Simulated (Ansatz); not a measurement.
# MoS2 in Ansatz: band structure with HSE06

Aim: the band structure of MoS2 with HSE06.

Everything below comes from runs of Ansatz 0.2.0. Logs are shortened: lines on timing, memory, paths and dates and some standing lists are left out, and cuts for length are marked.

### 1 Starting point

The cell holds a slab with vacuum, 3 atoms: a = 3.184 Å, b = 3.184 Å, c = 17.335 Å, α = 90.00°, β = 90.00°, γ = 120.00°.

### 2 Band structure, HSE06

File input:

```
crystal:
  lattice:
    - [3.1841260822, 0.0, 0.0]
    - [-1.5920630411, 2.757534076, 0.0]
    - [0.0, 0.0, 17.33459995]
  atoms:
    - { symbol: Mo, position: [0.0, 0.0, 0.0] }
    - { symbol: S, position: [0.3333333333, 0.6666666667, 0.91050702] }
    - { symbol: S, position: [0.3333333333, 0.6666666667, 0.08949298] }
hamiltonian:
  xc: hse06
  pseudopotentials: { kind: paw }
kpoints:
  mp_grid: { grid: [6, 6, 2] }
  band_path:
    path:
      - [[0.0, 0.0, 0.0], [0.5, 0.0, 0.0], [0.3333333333, 0.3333333333, 0.0], [0.0, 0.0, 0.0], [0.0, 0.0, 0.5], [0.5, 0.0, 0.5], [0.3333333333, 0.3333333333, 0.5], [0.0, 0.0, 0.5]]
      - [[0.5, 0.0, 0.5], [0.5, 0.0, 0.0]]
      - [[0.3333333333, 0.3333333333, 0.0], [0.3333333333, 0.3333333333, 0.5]]
    npoints: 4
scf:
  occupations: { method: fermi_dirac, width: 0.05 }
  n_extra_bands: 7
output:
  forces: true
  stress: true
  eigenvalues: true
  fatbands: false
```

Potentials or basis: Ansatz PAW.

The log of the run:

```text
Warning: output.stress: scf.convergence.dr2_threshold = 1e-7 eV (the SCF's general default) is looser than the 3e-10 eV advised for a printed stress (1e-10 eV for each atom of the cell: 3). What an SCF threshold leaves in a stress goes as its square root, and in the free energy as the threshold itself, and one threshold admits the most on a small cell: of the crystals measured, under no hybrid functional and no lock of the moments, on runs that ended without the residual-converged pass, on stresses that held no estimate of that error, the worst erred by over 100 MPa in a component at 1e-7 eV an atom and by under 5 at 1e-10. Set scf.convergence.dr2_threshold to 3e-10 eV or tighter. The threshold is an SCF's pass mark: one that does not reach it within its budget of iterations ends unconverged, or closes short of it on a stop that the run arms, and scf.convergence.dr2_threshold's page says what that costs each kind of run
Warning: output.stress: scf.exx.energy_threshold = 1e-6 eV is looser than the 3e-8 eV advised for a stress under a hybrid functional (1e-8 eV for each atom of the cell: 3). Every SCF of the exchange loop can meet its threshold on dr2 while the loop round them stops early: no threshold on dr2 bounds what that leaves in the stress. Set scf.exx.energy_threshold to 3e-8 eV or tighter. The threshold is the loop's pass mark: a loop that does not reach it within its budget of cycles ends unconverged, and scf.exx.energy_threshold's page has the law
scf.n_extra_bands = 7 over 13 filled bands (N_el = 26.0): the run solves 20 bands
GPUs: using 1 of 1 available (devices: 1).
Engine: ansatz 0.2.0, x86_64-unknown-linux-gnu
Pseudopotentials: kind: paw
Pseudopotential: Mo, paw, valence charge 14, recommended cutoff 420 eV (normal), Mo.paw.azcp
Pseudopotential: S, paw, valence charge 6, recommended cutoff 420 eV (normal), S.paw.azcp
Functional definition: HSE06
  parameter a = 0.25
  parameter omega = 0.11/bohr
  exchange = pbe_x - a*pbe_x_sr(omega) + a*exact_x_sr(omega)
  correlation = pbe_c
device memory: the entry about to start is reckoned to put 0.9 GiB on a device that reports 78.6 GiB free (of which the cap on the GPU budget leaves the run 18.0 GiB)
GPU FFT provider: cuFFT
GPU libraries: cuBLAS 13.8.2, cuFFT 12.4.0, cuSOLVER 12.3.4
Crystal: 3 atoms, lattice volume = 152.204 Å³
Basis set: ecut = 420 eV, 3021 PW (Γ), exchange–correlation on 48×48×240 points (8 copies of the dense FFT grid, shifted against one another)
Bands: 20, of which v1, the nominal top of the filled ones, is band 13 counted from 1 (12 counted from 0)
Symmetry: 12 space group operations
Space group: P-6m2 (ITA 187), of the structure as read, at distance tolerance 5.3e-5 Å
k-points: 14 of 72 (time reversal used)
Non-local potential: Mo, projectors of the file, l = 0: 3, l = 1: 2, l = 2: 2, l = 3: 1
Non-local potential: S, projectors of the file, l = 0: 2, l = 1: 2, l = 2: 2
PAW form: soft (Blöchl's): semilocal exchange-correlation on the pseudo side does not see the compensation charge
PAW frozen core: Mo, regenerated for the run's functional, and the local potential with it (the file was generated under x = pbe(κ = 0.804, μ = 0.2195149727645171), c = pbe(β = 0.06672455060314922))
PAW frozen core: S, regenerated for the run's functional, and the local potential with it (the file was generated under x = pbe(κ = 0.804, μ = 0.2195149727645171), c = pbe(β = 0.06672455060314922))
PAW one-centre angular grid: Mo, 590 points (default); XC on 64 Gauss nodes
PAW one-centre angular grid: S, 110 points (default); XC on 64 Gauss nodes
Initial density: superposition of atomic densities (neutral atoms: chi_scale 0, normalization atom), corrected by the library's trained network
Initial wavefunctions: pseudopotential atomic-orbital guess
GPU buffer pool allocated for 69120 grid points (all kernels)
GPU transforms: local potential and band sums: pruned to the plane-wave sphere, on 24×24×120
Functional: x = pbe(κ = 0.804, μ = 0.2195149727645171), c = pbe(β = 0.06672455060314922), warm-up for x = pbe(κ = 0.804, μ = 0.2195149727645171) + 0.25 (exact − pbe) at short range (hse, ω = 0.20786987370883472 Å⁻¹), c = pbe(β = 0.06672455060314922); HSE06 as pw.x's `hse` composes it (authors' and Libxc's form: `xc: wpbeh`)
SCF iter   1: F=—  HF=-6762.801632 eV  |F-HF|=—  |Δ(HF+E_count)|=         —  Δρ=3.29e-3  dr2=5.33e-3  ethr=1.77e-3  ⟨swp⟩=12.3  Hψ=1417  notcnv=0
preconditioner: auto → none  [insulator: Δε(μ)=1.580 eV  Ē_g=9.949 eV  σ=0.050 eV  W_gap=1.00  n_scr=10 (ndim 8)  ℏωp=12.8 eV  f_vac=0.618  D(μ)=0.00/eV (n_scr^D=0)]
SCF iter   2: F=—  HF=-6762.808527 eV  |F-HF|=—  |Δ(HF+E_count)|=   6.89e-3  Δρ=2.02e-3  dr2=7.42e-3  ethr=2.05e-5  ⟨swp⟩=4.9  Hψ=785  notcnv=0  defer=5
SCF iter   3: F=—  HF=-6762.810484 eV  |F-HF|=—  |Δ(HF+E_count)|=   1.96e-3  Δρ=1.79e-3  dr2=1.00e-2  ethr=2.05e-5  ⟨swp⟩=4.6  Hψ=747  notcnv=0  defer=3
iter 4 solved again at ethr=7.82e-7 eV; its pass at ethr=2.05e-5 eV (dr2=2.03e-4 eV) is discarded
SCF iter   4: F=-6762.810428 eV  HF=-6762.809907 eV  |F-HF|=5.21e-4  |Δ(HF+E_count)|=   5.78e-4  Δρ=7.47e-4  dr2=1.94e-4  ethr=7.82e-7  ⟨swp⟩=3.0  Hψ=1032  notcnv=0
SCF 1 stopped early in 4 iterations: F = -6762.810428 eV  dr2 = 1.94e-4
device memory: the entry about to start is reckoned to put 1.5 GiB (of the 1.5 GiB reckoned in all, the device holds 0.1 GiB already) on a device that reports 78.5 GiB free (of which the cap on the GPU budget leaves the run 17.9 GiB)
GPU FFT provider: cuFFT
GPU libraries: cuBLAS 13.8.2, cuFFT 12.4.0, cuSOLVER 12.3.4
Initial density: handed on by an earlier stage of this run
Initial wavefunctions: those handed on with the density
GPU buffer pool allocated for 69120 grid points (all kernels)
GPU transforms: local potential and band sums: pruned to the plane-wave sphere, on 24×24×120
Functional: x = pbe(κ = 0.804, μ = 0.2195149727645171) + 0.25 (exact − pbe) at short range (hse, ω = 0.20786987370883472 Å⁻¹), c = pbe(β = 0.06672455060314922); HSE06 as pw.x's `hse` composes it (authors' and Libxc's form: `xc: wpbeh`)
Exchange kernel: α = 0.2500, screened, ω = 0.2079 Å⁻¹, Wigner–Seitz truncation, v(0) = 1044.4997 eV·Å³, q-mesh 6×6×2, nearest image of the exchange supercell L = 19.10 Å, pair-density grid 15×15×75, without the augmentation charges, whose exchange is taken in its separable form by FFT convolution over the k-point mesh (sized by the pseudopotential files, 20×20×120 at the most), smooth part of the exact exchange by density-matrix convolution in up to 4.31 GiB of GPU memory as planned if the GPU has room (build and FFT work areas not counted)
Frozen-core exchange: fock
SCF iter   1: F=—  HF=-6765.842119 eV  |F-HF|=—  |Δ(HF+E_count)|=         —  Δρ=7.22e-3  dr2=1.59e-1  ethr=7.46e-6  ⟨swp⟩=10.4  Hψ=1331  notcnv=0
preconditioner: auto → none  [insulator: Δε(μ)=2.160 eV  Ē_g=11.392 eV  σ=0.050 eV  W_gap=1.00  n_scr=10 (ndim 8)  ℏωp=12.8 eV  f_vac=0.619  D(μ)=0.00/eV (n_scr^D=0)]
SCF iter   2: F=—  HF=-6765.882405 eV  |F-HF|=—  |Δ(HF+E_count)|=   4.03e-2  Δρ=9.50e-3  dr2=4.51e-1  ethr=7.46e-6  ⟨swp⟩=5.9  Hψ=1176  notcnv=0  defer=1  recentre
SCF iter   3: F=—  HF=-6765.813835 eV  |F-HF|=—  |Δ(HF+E_count)|=   6.86e-2  Δρ=2.36e-3  dr2=1.15e-2  ethr=7.46e-6  ⟨swp⟩=5.7  Hψ=1077  notcnv=0
SCF iter   4: F=—  HF=-6765.818485 eV  |F-HF|=—  |Δ(HF+E_count)|=   4.65e-3  Δρ=1.10e-3  dr2=2.42e-3  ethr=7.46e-6  ⟨swp⟩=3.8  Hψ=695  notcnv=0  defer=2
SCF iter   5: F=—  HF=-6765.818024 eV  |F-HF|=—  |Δ(HF+E_count)|=   4.61e-4  Δρ=3.13e-4  dr2=1.28e-4  ethr=7.46e-6  ⟨swp⟩=3.4  Hψ=576  notcnv=0  defer=1
SCF iter   6: F=—  HF=-6765.818368 eV  |F-HF|=—  |Δ(HF+E_count)|=   3.44e-4  Δρ=2.57e-4  dr2=2.51e-4  ethr=2.23e-7  ⟨swp⟩=3.9  Hψ=673  notcnv=0  defer=1
SCF iter   7: F=-6765.818325 eV  HF=-6765.818325 eV  |F-HF|=1.30e-7  |Δ(HF+E_count)|=   4.30e-5  Δρ=1.42e-5  dr2=9.21e-7  ethr=2.23e-7  ⟨swp⟩=3.0  Hψ=534  notcnv=0
SCF 2 stopped early in 7 iterations: F = -6765.818325 eV  dr2 = 9.21e-7
  Residual-converged pass: ⟨swp⟩=4.8  Hψ=904  notcnv=0  max |occ|·‖R‖ = 6.4e-6 eV (tolerance 6.7e-6 eV)  dr2=9.25e-7  dr2_onsite=1.77e-8  max |Δocc| = 8.1e-14
hybrid outer 1: dexx = +8.164e-3 eV, tail = 1.21e-5 eV
GPU FFT provider: cuFFT
GPU libraries: cuBLAS 13.8.2, cuFFT 12.4.0, cuSOLVER 12.3.4
GPU buffer pool allocated for 69120 grid points (all kernels)
GPU transforms: local potential and band sums: pruned to the plane-wave sphere, on 24×24×120
Exchange kernel: α = 0.2500, screened, ω = 0.2079 Å⁻¹, Wigner–Seitz truncation, v(0) = 1044.4997 eV·Å³, q-mesh 6×6×2, nearest image of the exchange supercell L = 19.10 Å, pair-density grid 15×15×75, without the augmentation charges, whose exchange is taken in its separable form by FFT convolution over the k-point mesh (sized by the pseudopotential files, 20×20×120 at the most), smooth part of the exact exchange by density-matrix convolution in up to 4.31 GiB of GPU memory as planned if the GPU has room (build and FFT work areas not counted)
Frozen-core exchange: fock
SCF iter   1: F=—  HF=-6765.818294 eV  |F-HF|=—  |Δ(HF+E_count)|=         —  Δρ=2.60e-5  dr2=8.99e-7  ethr=2.32e-7  ⟨swp⟩=7.4  Hψ=841  notcnv=0
preconditioner: auto → none  [insulator: Δε(μ)=2.096 eV  Ē_g=11.388 eV  σ=0.050 eV  W_gap=1.00  n_scr=10 (ndim 8)  ℏωp=12.8 eV  f_vac=0.619  D(μ)=0.00/eV (n_scr^D=0)]
SCF iter   2: F=—  HF=-6765.818294 eV  |F-HF|=—  |Δ(HF+E_count)|=   9.97e-8  Δρ=9.87e-6  dr2=5.11e-8  ethr=2.42e-9  ⟨swp⟩=3.0  Hψ=511  notcnv=0
SCF iter   3: F=—  HF=-6765.818294 eV  |F-HF|=—  |Δ(HF+E_count)|=   1.33e-7  Δρ=2.49e-6  dr2=5.81e-9  ethr=1.12e-10  ⟨swp⟩=5.4  Hψ=810  notcnv=0  defer=17
SCF iter   4: F=-6765.818294 eV  HF=-6765.818294 eV  |F-HF|=2.99e-10  |Δ(HF+E_count)|=   1.83e-9  Δρ=7.17e-7  dr2=4.66e-10  ethr=1.81e-11  ⟨swp⟩=4.6  Hψ=698  notcnv=0  defer=11
SCF 3 converged in 4 iterations: F = -6765.818294 eV  dr2 = 4.66e-10
  Residual-converged pass: ⟨swp⟩=4.0  Hψ=670  notcnv=0  max |occ|·‖R‖ = 5.3e-7 eV (tolerance 5.4e-7 eV)  dr2=4.64e-10  dr2_onsite=3.22e-11  max |Δocc| = 2.5e-19
hybrid outer 2: dexx = +2.348e-7 eV, tail = 7.32e-9 eV, Δε = 1.34e-3 eV (about 3.31e-5 eV left of the loop's levels), ΔF = 1.12e-3 eV/Å (tail 3.70e-4)
device memory: the entry about to start is reckoned to put 0.7 GiB on a device that reports 59.6 GiB free (of which the cap on the GPU budget leaves the run 18.0 GiB)
NSCF: frozen V_eff on 39 k-points, pencils in batches of 32, up to order 88
hybrid SCF converged: 2 outer / 11 inner (+4 warm-up), last move |dexx| = 2.35e-7 eV, tail = 7.32e-9 eV
Stability not checked: this state was not tested for a lower state beside it, because the functional holds exact exchange (a hybrid, or Hartree-Fock), whose exchange loop this test does not read (fock_operator; see scf.lower_state_search)
Free energy (F): -6765.818295 eV
Frozen-core exchange: fock
Harris-Foulkes:  -6765.818295 eV  (|F-HF|=2.99e-10)
Internal energy: -6765.818295 eV  (E = F + TS)
E sigma→0 (E₀):  -6765.818295 eV
Fermi energy:    0.378648 eV
--- Per-component energies (eV) ---
  E_band       = -474.807683
  E_kinetic    = 653.252504
  E_local      = -13056.313498  (includes V_loc(G=0)·N_el)
  E_nonlocal   = 196.927254
  E_hartree    = 6164.447002
  E_xc         = -303.257501
  E_vxc        = -322.822372  (∫ρ·V_xc dr)
  E_exx        = -64.353042  (= α·E_x^exact, valence–valence)
  E_paw        = -4413.855446  (= ΣΔE_a)
  E_vpaw       = -146.040456  (= ΣTr[D̂ρ^β])
  E_aug_tail   = 0.000041  (compensation charges beyond the density's cutoff)
  E_ewald      = 4057.960333
  E_core_change = -0.625942  (= ΣΔE_core)
  E_smearing   = -0.000000  (= −TS)
  E_closure    = 0.000000  (closes the sum)
  Σ components = -6765.818295   (vs F -6765.818295, Δ=0.00e0)
--- Forces (eV/Å), atoms counted from 1 ---
  atom   1  Mo     0.00000000    -0.00000000     0.00000000
  atom   2  S      0.00000000     0.00000000     0.29429645
  atom   3  S      0.00000000     0.00000000    -0.29429645
  max |Σ_I F_I| component: 2.43e-17 eV/Å
--- Stress (GPa, compression-positive) ---
       -1.432556       0.000000       0.000000
       -0.000000      -1.432556       0.000000
        0.000000       0.000000      -0.962898
  P = ⅓ Tr σ = -1.2760 GPa (-12.760 kbar)
--- Band table (eV; the first three rows and the last of 14) ---
  k-point 0: bands = ["-65.5545", "-38.2848", "-38.0407", "-38.0407", "-16.3987", "-14.9056", "-7.0707", "-3.7687", "-3.7687", "-2.7329", "-2.4250", "-2.4250", "-0.6744", "2.8271", "2.8271", "3.1002", "3.1002", "5.2813", "5.5959", "6.2768"]
  k-point 1: bands = ["-65.5545", "-38.2848", "-38.0407", "-38.0407", "-16.3987", "-14.9056", "-7.0707", "-3.7687", "-3.7687", "-2.7329", "-2.4250", "-2.4250", "-0.6744", "2.8271", "2.8271", "3.1002", "3.1002", "5.3758", "5.4393", "6.4140"]
  k-point 2: bands = ["-65.5432", "-38.2623", "-38.1565", "-38.0671", "-15.9621", "-14.7355", "-6.6090", "-4.5942", "-3.9941", "-3.3099", "-3.0426", "-1.9860", "-1.0272", "2.3262", "2.6492", "2.6566", "3.5033", "5.8722", "6.1343", "7.1330"]
  k-point 13: bands = ["-65.5037", "-38.3724", "-38.3372", "-38.1826", "-14.0398", "-13.9523", "-6.7834", "-5.9258", "-5.2627", "-4.7992", "-3.9559", "-3.1946", "-0.6911", "1.4218", "3.2397", "3.6962", "5.2272", "7.4208", "7.9079", "9.8093"]
```

It took 52 s on 1 × NVIDIA H100 80GB HBM3 with 2 threads of AMD EPYC 7R13 (Zen 3), shared host; peak memory 2.8 GiB.

Results:

| Quantity | Value |
| --- | --- |
| Free energy | -6765.8183 eV |
| Largest force | 0.294 eV/Å |
| Band gap on the k mesh | 2.10 eV, indirect (least direct gap 2.11 eV) |
| Band gap along the path | 2.10 eV, indirect (least direct gap 2.11 eV) |

Forces on the atoms (eV/Å):
```
Mo   0.000  0.000  0.000
S    0.000  0.000  0.294
S    0.000  0.000 -0.294
```

Stress tensor (GPa, compression positive):
```
-1.43  0.00  0.00
 0.00 -1.43  0.00
 0.00  0.00 -0.96
```

Levels at the corners of the path, in eV from the valence-band top:
```
point  band 9  band 10  band 11  band 12  band 13  band 14  band 15  band 16  band 17  band 18
    Γ   -3.09    -2.06    -1.75    -1.75     0.00     3.50     3.50     3.77     3.77     5.96
    M   -4.68    -3.64    -2.19    -1.23    -0.79     2.88     3.45     4.75     5.29     7.05
    K   -4.59    -4.12    -3.28    -2.52    -0.02     2.10     3.91     4.37     5.90     8.10
    Γ   -3.09    -2.06    -1.75    -1.75     0.00     3.50     3.50     3.77     3.77     5.96
    A   -3.09    -2.06    -1.75    -1.75     0.00     3.50     3.50     3.77     3.77     6.05
    L   -4.68    -3.64    -2.19    -1.23    -0.79     2.88     3.45     4.75     5.29     7.05
    H   -4.59    -4.12    -3.28    -2.52    -0.02     2.10     3.91     4.37     5.90     8.10
    A   -3.09    -2.06    -1.75    -1.75     0.00     3.50     3.50     3.77     3.77     6.05
    L   -4.68    -3.64    -2.19    -1.23    -0.79     2.88     3.45     4.75     5.29     7.05
    M   -4.68    -3.64    -2.19    -1.23    -0.79     2.88     3.45     4.75     5.29     7.05
    K   -4.59    -4.12    -3.28    -2.52    -0.02     2.10     3.91     4.37     5.90     8.10
    H   -4.59    -4.12    -3.28    -2.52    -0.02     2.10     3.91     4.37     5.90     8.10
```

Caveat: the PAW data sets come from PBE, with cores solved anew for the run's functional, which leaves a small shift of forces and pressure; the thresholds are loose for stress.
